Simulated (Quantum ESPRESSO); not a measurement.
**NbP: equation of state with LDA**

The system is NbP.

```
Nb P
1.0
    -1.67492    1.67492    5.74011
     1.67492   -1.67492    5.74011
     1.67492    1.67492   -5.74011
Nb P
2 2
Cartesian
  1.6749 0.0000 2.8687
  0.0000 0.0000 5.7387
  0.0000 1.6749 3.8200
  0.0000 0.0000 0.9500
```

The cell is a database's computed one.

```json
{"Program": "Quantum ESPRESSO 7.5", "Task": "equation of state", "Functional": "LDA", "Potentials or basis": "GBRV 1.5 LDA", "Cutoff": "612 eV", "Density cutoff": "4898 eV", "k mesh": "11 × 11 × 11", "Occupations": "fermi-dirac, width 0.05 eV", "Spin": "no spin polarisation"}
```

```yaml
Equilibrium_volume: 15.33 Å³/atom
Bulk_modulus_at_fixed_shape_and_positions: 213 GPa
Pressure_derivative_of_the_bulk_modulus: 4.3
```

Energy against volume, from the lowest point:
```csv
volume (Å³/atom),energy (meV/atom)
15.137,1.01
15.459,0.00
15.781,7.58
16.103,22.86
16.425,45.03
16.747,73.35
17.069,107.18
```

All runs of the series together: 19 min on 2 threads of Arm Neoverse V2, on a shared host.

Caveat: the cell was scaled at fixed shape and fractional positions, which overstates the stiffness of a crystal with free parameters, most of all of layers and chains.
